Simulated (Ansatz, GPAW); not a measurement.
CuO: 3 runs at one level of theory

```
CELL_PARAMETERS angstrom
1.99097 -2.15355 0.00000
1.99097 2.15355 0.00000
0.00000 0.00000 5.15593
ATOMIC_POSITIONS crystal
Cu 0.50139 0.99208 0.99690
Cu 0.99817 0.48870 0.49358
O 0.49427 0.50718 0.25213
O 0.50850 0.50044 0.74135
```

The cell comes from a database or a generator and needn't be the stable form of this composition.

Atoms were shifted at random by some hundredths of an Å from the given cell, which wasn't relaxed again for these runs.

Alike in all runs: task single point; functional PBEsol; k mesh 9 × 9 × 5; occupations fermi-dirac, width 0.05 eV; no spin polarisation; no spin-orbit coupling. Pressure is positive in compression and, in plane waves, holds the error of the finite cutoff, which Ansatz's Pulay term estimates and takes out.

```csv
program and potentials,plane-wave cutoff (eV),notes,pressure (GPa),largest force (eV/Å),energy over the undisturbed cell (meV/atom)
"Ansatz, Ansatz PAW",420,"potentials made for PBE, which Ansatz adapts in part; 12.5 valence electrons an atom on average",?,?,?
"GPAW, PAW data sets generated for this functional",800,8.5 valence electrons an atom on average; this data set often lies off other programs,-3.40,0.653,7.71
"Ansatz, all-electron LAPW, scalar-relativistic",-,-,-5.79,0.608,-
```

**Question.** Estimate from the other rows what the run with Ansatz, Ansatz PAW gave.

**Answer.** Pressure -5.79 GPa; largest force 0.608 eV/Å; energy over the undisturbed cell 7.23 meV/atom. Its pressure holds a Pulay term of +0.68 GPa. The other rows, which needn't bracket it: pressure -5.79 to -3.40; largest force 0.608 to 0.653; energy over the undisturbed cell 7.71.
